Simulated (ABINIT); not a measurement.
Runs of ABINIT 10.8.3 (patched build) on LiCl. Symmetry: Fm-3m, No. 225, cubic system. Conventional cell: a = 5.130 Å, b = 5.130 Å, c = 5.130 Å, α = 90.00°, β = 90.00°, γ = 90.00°. Cl (site symmetry m-3m) is surrounded by 6 Li at 2.56 Å. Li (site symmetry m-3m) has 6 Cl at 2.56 Å as nearest neighbours. 

| task | level | potentials or basis | k mesh | cutoff (eV) | fine-grid cutoff | dispersion computed by | mesh quality | gap on the mesh (eV) | pressure (GPa) | V0 of scaled cells (Å³/atom) | B0 (GPa) |
| --- | --- | --- | --- | --- | --- | --- | --- | --- | --- | --- | --- |
| band structure | PBEsol | PseudoDojo NC SR PBEsol v0.4 stringent | 9 × 9 × 9 | 1306 | - | - | not flagged | 6.13 | (c) | - | - |
| band structure | r2SCAN | JTH PAW PBE v2.0 | 9 × 9 × 9 | 816 | 1414.99 eV | - | not flagged | 7.22 | - | - | - |
| single point | r2SCAN | JTH PAW PBE v2.0 | 5 × 5 × 5 | 816 | 1414.99 eV | - | coarse | 7.22 | - | - | - |
| band structure | LDA | PseudoDojo NC SR LDA v0.4 stringent | 9 × 9 × 9 | 1306 | - | - | not flagged | (b) | -3.3 | - | - |
| band structure | RPBE | JTH PAW PBE v2.0 | 9 × 9 × 9 | 680 | 1278.94 eV | - | not flagged | 6.57 | 2.3 | - | - |
| equation of state | PBE | PseudoDojo NC SR PBE v0.4.1 standard | 9 × 9 × 9 | 1007 | - | - | not flagged | - | - | 17.08 | (d) |
| equation of state | RPBE+D4 | JTH PAW PBE v2.0 | 9 × 9 × 9 | 680 | 1278.94 eV | dftd4 4.3.1 | not flagged | - | - | 16.63 | 34 |
| single point | LDA | JTH PAW LDA v2.0 | 4 × 4 × 4 | 680 | 1278.94 eV | - | coarse | (a) | -3.1 | - | - |

Alike in all rows: no spin polarisation; cell as given; smearing fermi-dirac 0.05 eV.

Problem. Fill in the values left out.

Solution. (a) 5.98; (b) 5.99; (c) -1.3; (d) 32.

Caveats: some runs use coarse meshes; the PAW data sets were made with another functional, which shifts forces and pressure a little (some runs); pressures at fixed basis lie under the slope of the energies (some runs); an odd mesh through Γ misses points on the zone boundary, where band edges often lie (some runs).

Not every run made on this cell is shown here.
